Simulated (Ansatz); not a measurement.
Crystal: CsPbBr3.

```
CELL_PARAMETERS angstrom
5.87000 0.00000 0.00000
0.00000 5.87000 0.00000
0.00000 0.00000 5.87000
ATOMIC_POSITIONS crystal
Pb 0.50000 0.50000 0.50000
Cs 0.00000 0.00000 0.00000
Br 0.50000 0.50000 0.00000
Br 0.50000 0.00000 0.50000
Br 0.00000 0.50000 0.50000
```

Measurements of this composition are mostly on another form, of space group No. 62.

| Item | Value |
| --- | --- |
| Program | Ansatz 0.2.0 |
| Task | relaxation of cell and atoms |
| Functional | LDA |
| Potentials or basis | Ansatz PAW |
| Cutoff | 420 eV (not typed: the program's choice for these potentials) |
| k mesh | 5 × 5 × 5 |
| Occupations | fermi-dirac, width 0.05 eV |
| Spin | no spin polarisation |

At the start: volume 40.45 Å³/atom.

Question: Where does the relaxation end?

Answer: It ends after 5 steps and the volume is 38.30 Å³/atom (-5.3 %); space group Pm-3m (No. 221, to 0.05 Å).

Step by step:
| step | energy change (eV) | largest force (eV/Å) | volume (Å³) |
| --- | --- | --- | --- |
| 1 | 0.0000 | 0.0000 | 202.26 |
| 2 | -0.0367 | 0.0000 | 195.75 |
| 3 | -0.0444 | 0.0000 | 190.99 |
| 4 | -0.0444 | 0.0000 | 191.48 |
| 5 | -0.0433 | 0.0000 | 191.48 |

Final structure:
```yaml
crystal:
  lattice:
    - [5.76378, 0.00000, 0.00000]
    - [0.00000, 5.76378, 0.00000]
    - [0.00000, 0.00000, 5.76378]
  atoms:
    - { symbol: Pb, position: [0.50000, 0.50000, 0.50000] }
    - { symbol: Cs, position: [0.00000, 0.00000, 0.00000] }
    - { symbol: Br, position: [0.50000, 0.50000, 0.00000] }
    - { symbol: Br, position: [0.50000, 0.00000, 0.50000] }
    - { symbol: Br, position: [0.00000, 0.50000, 0.50000] }
```

Caveat: the plane-wave basis is chosen anew once the cell has moved, so the energies of steps on either side of that aren't comparable; the PAW data sets come from PBE, with cores solved anew for the run's functional, which leaves a small shift of forces and pressure.
